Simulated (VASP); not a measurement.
H: single point with PBEsol

H:

```
CELL_PARAMETERS angstrom
2.64964 0.00000 0.00000
0.00000 2.64964 0.00000
0.00000 0.00000 0.98049
ATOMIC_POSITIONS crystal
H 0.00000 0.00000 0.50000
```

* Program: VASP 6.6.1
* Task: single point
* Functional: PBEsol
* Potentials or basis: VASP PAW PBE potentials, release 64 (H)
* Cutoff: 520 eV
* k mesh: 6 × 6 × 18
* Occupations: gaussian, width 0.1 eV
* Spin: no spin polarisation
* Dipole correction: no
* Further INCAR settings: ALGO = Fast; EDIFF = 1e-06; NBANDS = 6

| Property | Result |
| --- | --- |
| Pressure | 1.3 GPa |
| Band gap on the k mesh | none (metal or under the smearing width) |

Stress tensor (GPa, compression positive):
```
1.40 0.00 0.00
0.00 1.40 0.00
0.00 0.00 1.02
```

Levels at points of the mesh, in eV from the Fermi level:
| k point | band 1 | band 2 | band 3 | band 4 | band 5 |
| --- | --- | --- | --- | --- | --- |
| (0.00, 0.00, 0.00) | -10.76 | 9.96 | 15.78 | 15.78 | 18.67 |
| (0.50, 0.00, 0.00) | -9.27 | 2.74 | 16.59 | 18.81 | 24.34 |
| (0.50, 0.50, 0.00) | -8.08 | 6.57 | 6.57 | 10.02 | 38.74 |
| (0.00, 0.00, 0.50) | 24.44 | 31.62 | 47.01 | 51.99 | 54.50 |
| (0.50, 0.00, 0.50) | 25.34 | 33.97 | 41.70 | 42.01 | 54.12 |
| (0.50, 0.50, 0.50) | 26.06 | 35.93 | 45.45 | 45.45 | 45.93 |

Wall time 6.2 s on 1 thread of AMD EPYC 7R43 64-Core Processor (Zen 3) (shared host), peak memory 0.07 GiB.

Caveat: the k mesh is coarse (spacing up to 0.40 Å⁻¹), so the values aren't converged; the PAW data sets were made with another functional, which shifts forces and pressure a little.
